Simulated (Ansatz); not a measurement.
CaB6: competing structures

The calculation used DFT PBE, scalar-relativistic, plane waves, PAW (Ansatz 0.2.0). Settings: cutoff 420 eV, Γ-centred meshes no coarser than 0.19 Å⁻¹ for metals and 0.3 Å⁻¹ for insulators (2π included), Gaussian smearing.

All energies are static (0 K, no zero-point motion). Larger cells and other orderings weren't all tried, so the list isn't exhaustive. The k mesh leaves about 4 meV/atom of noise in metals. No run is spin-polarised.

| # | started from | space group | atoms | V (Å³/atom) | ΔE (meV/atom) | gap on mesh (eV) |
| --- | --- | --- | --- | --- | --- | --- |
| 1 | database cell | Pm-3m (No. 221) | 7 | 10.2 | 0 | 0.07 |
| 2 | a random cell | P4/mmm (No. 123) | 7 | 12.1 | 384 | 1.33 |
| 3 | a random cell | P-1 (No. 2) | 7 | 12.8 | 524 | 0.00 |

The lowest structure: Space group Pm-3m (No. 221), cubic, a = 4.148 Å. Ca has 24 B at 3.05 Å; around B lie 5 B at 1.67–1.75 Å. Its energy against the elements is -0.409 eV/atom. Formation energies are uncorrected and refer to the lowest elemental structures computed at the same level.

```
Ca B
1.0
     4.14757    0.00000    0.00000
     0.00000    4.14757    0.00000
     0.00000    0.00000    4.14757
Ca B
1 6
Direct
  0.00000 0.00000 0.00000
  0.20183 0.50000 0.50000
  0.50000 0.50000 0.79817
  0.50000 0.50000 0.20183
  0.50000 0.20183 0.50000
  0.50000 0.79817 0.50000
  0.79817 0.50000 0.50000
```

The second: Space group P4/mmm (No. 123), tetragonal, a = 4.447 Å, c = 4.268 Å. Around Ca lie 8 B at 2.43 Å; B on Wyckoff site h (2 atoms of the primitive cell) is coordinated by 1 B at 1.69 Å and 4 B at 1.79 Å; around B on Wyckoff site n (4 atoms of the primitive cell) lie 4 B at 1.76–1.79 Å and 1 B at 1.95 Å.